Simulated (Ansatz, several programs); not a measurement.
Zincblende NaCl, relaxed with PBE in Ansatz (plane waves, PAW): space group F-43m (No. 216), cubic; conventional cell a = 6.253 Å, 30.56 Å³ an atom. Na is surrounded by 4 Cl at 2.71 Å; Cl is surrounded by 4 Na at 2.71 Å. The cell was then scaled with its shape and fractional coordinates held. Values at 0 K without nuclear motion; spin polarisation is off, and the phase may be a hypothetical one.

```csv
V (Å³/atom),E (meV/atom)
28.727,6.59
29.644,1.59
30.561,0.00
32.395,5.04
```

**Question.** Pass a cubic E = c₀ + c₁u + c₂u² + c₃u³, with u = V − 30.332 Å³, through these points.

**Answer.** c₀ = 0.11, c₁ = -0.866, c₂ = 1.803, c₃ = -0.1086 (meV and Å³).

**Question.** Where is the minimum, and what bulk modulus follows?

**Answer.** dE/du = 0 at u = +0.246, so V₀ = 30.58 Å³. B = V₀ d²E/dV² = 30.58 × (2c₂ + 6c₃u) = 30.58 × 3.447 = 105 meV/Å³, and 1 meV/Å³ is 0.16022 GPa: 17 GPa. A third-order Birch-Murnaghan fit to all five points gives 30.58 Å³ and 17 GPa.

**Question.** Predict the energy and the pressure at the withheld volume, 31.478 Å³.

**Answer.** With u = +1.146: E ≈ 1.32 meV and P = −dE/dV ≈ -0.45 GPa. The run gives 1.30 meV and, from its stress, -0.45 GPa.
